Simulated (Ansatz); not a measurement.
Crystal: AlNi.

```
Ni Al
1.0
     2.88100    0.00000    0.00000
     0.00000    2.88100    0.00000
     0.00000    0.00000    2.88100
Ni Al
1 1
Direct
  0.50000 0.50000 0.50000
  0.00000 0.00000 0.00000
```

* Program: Ansatz 0.2.0
* Task: relaxation of cell and atoms
* Functional: PBEsol
* Potentials or basis: Ansatz PAW
* Cutoff: 420 eV (not typed: the program's choice for these potentials)
* k mesh: 9 × 9 × 9
* Occupations: fermi-dirac, width 0.05 eV
* Spin: collinear spin, ferromagnetic start
* Starting moments: [1.0, 0.0] μB

At the start: volume 11.96 Å³/atom.

Q: How do energy, volume and symmetry change on relaxing?

A: It ends after 4 steps and the volume is 11.71 Å³/atom (-2.0 %); space group Pm-3m (No. 221, to 0.05 Å); moment 0.00 μB per cell.

The path:
```csv
step,energy change (eV),largest force (eV/Å),volume (Å³)
1,0.0000,0.0000,23.91
2,-0.0044,0.0000,23.62
3,-0.0053,0.0000,23.43
4,-0.0051,0.0000,23.43
```

Final structure:
```yaml
crystal:
  lattice:
    - [2.86147, 0.00000, 0.00000]
    - [0.00000, 2.86147, 0.00000]
    - [0.00000, 0.00000, 2.86147]
  atoms:
    - { symbol: Ni, position: [0.50000, 0.50000, 0.50000] }
    - { symbol: Al, position: [0.00000, 0.00000, 0.00000] }
```

Caveat: the plane-wave basis is chosen anew once the cell has moved, so the energies of steps on either side of that aren't comparable; the PAW data sets come from PBE, with cores solved anew for the run's functional, which leaves a small shift of forces and pressure; the starting moments weren't kept.
